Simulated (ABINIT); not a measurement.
Wanted: the native input for an ABINIT 10.8.3 (patched build) run.

```yaml
Task: single point
Functional: PBE
Potentials_or_basis: JTH PAW PBE v2.0
Cutoff: 517 eV
k_mesh: 13 × 13 × 6
Occupations: fermi-dirac, width 0.05 eV
Spin: no spin polarisation
Fine-grid_cutoff: 1034.03 eV
Exchange_and_correlation_inside_the_PAW_spheres: full angular mesh (pawxcdev 0, this build's default; the released program takes 1)
```

The system is Hf.

```
CELL_PARAMETERS angstrom
3.19670 0.00000 0.00000
-1.59835 2.76842 0.00000
0.00000 0.00000 5.05780
ATOMIC_POSITIONS crystal
Hf 0.66667 0.33333 0.75000
Hf 0.33333 0.66667 0.25000
```

The input as run:

run.abi

```
# Pseudopotentials
pp_dirpath "./"
pseudos "Hf.GGA_PBE-JTH.xml"

# Structure
acell 3.1967 3.1967 5.0578 Angstrom
rprim
     1.0000000000     0.0000000000     0.0000000000
    -0.5000000000     0.8660254038     0.0000000000
     0.0000000000     0.0000000000     1.0000000000
ntypat 1
znucl 72
natom 2
typat 1 1
xred
     0.6666666667     0.3333333333     0.7500000000
     0.3333333333     0.6666666667     0.2500000000

# Plane-wave basis
ecut 19.0
pawecutdg 38.0

# k points
kptopt 1
ngkpt 13 13 6
nshiftk 1
shiftk 0.0 0.0 0.0

# Exchange and correlation
ixc 11

# Bands and occupations
nband 16
occopt 3
tsmear 0.00183747

# SCF cycle
nstep 100
tolvrs 1.0e-9

# Output
iomode 3
prtwf 0
prtden 0
prteig 0
prtebands 0
enunit 1
```

Potentials or basis: JTH PAW PBE v2.0.

Launch:

```bash
$ abinit run.abi > log 2>&1
```

It gave:

```json
{"Pressure": "0.6 GPa", "Band gap on the k mesh": "none (metal or under the smearing width)", "Valence electrons inside the program's atomic spheres": "Hf 9.47 (radii [1.2759] Å)"}
```

It took 37 s on 1 thread of Intel(R) Xeon(R) Processor @ 2.70GHz, with other jobs on the host, peak memory 0.16 GiB.
